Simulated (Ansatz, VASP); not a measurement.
Two plane-wave programs on BN

```
B N
1.0
     0.00000    3.54775    2.10111
     1.27041    0.00000    2.10111
     1.27041    3.54775    0.00000
B N
1 1
Direct
  0.00005 0.00005 0.99995
  0.66665 0.66665 0.33335
```

Change from the starting cell: strain +0.015 along x and y, -0.030 along z, atoms carried along.

Alike in both runs: task single point; functional PBE; dispersion D3(BJ); k mesh 12 × 12 × 12; occupations gaussian, width 0.05 eV; no spin polarisation.

|  | VASP | Ansatz |
| --- | --- | --- |
| version | VASP 6.6.1 | Ansatz 0.2.0 |
| potentials or method | VASP PAW PBE potentials, release 64 (B, N) | scalar-relativistic, plane waves, PAW |
| plane-wave cutoff (eV) | 520 | 420 |
| valence electrons in the cell | 8 | 8 |

VASP gave:

| Property | Result |
| --- | --- |
| gap on the k mesh at the Fermi level (eV) | 4.12 |
| least direct gap on the mesh (eV) | 4.61 |
| pressure (GPa) | 6.7 |
| largest component of the traceless stress (GPa) | 20.95 |
| rms of the force components (eV/Å) | 0.427 |

Problem. What did Ansatz give for the same quantities?

Solution. gap on the k mesh at the Fermi level (eV): 4.12; least direct gap on the mesh (eV): 4.61; pressure (GPa): 6.7; largest component of the traceless stress (GPa): 20.80; rms of the force components (eV/Å): 0.427.

Atom by atom the forces differ by 0.000 eV/Å (rms over components).

A k mesh can miss the band edges.
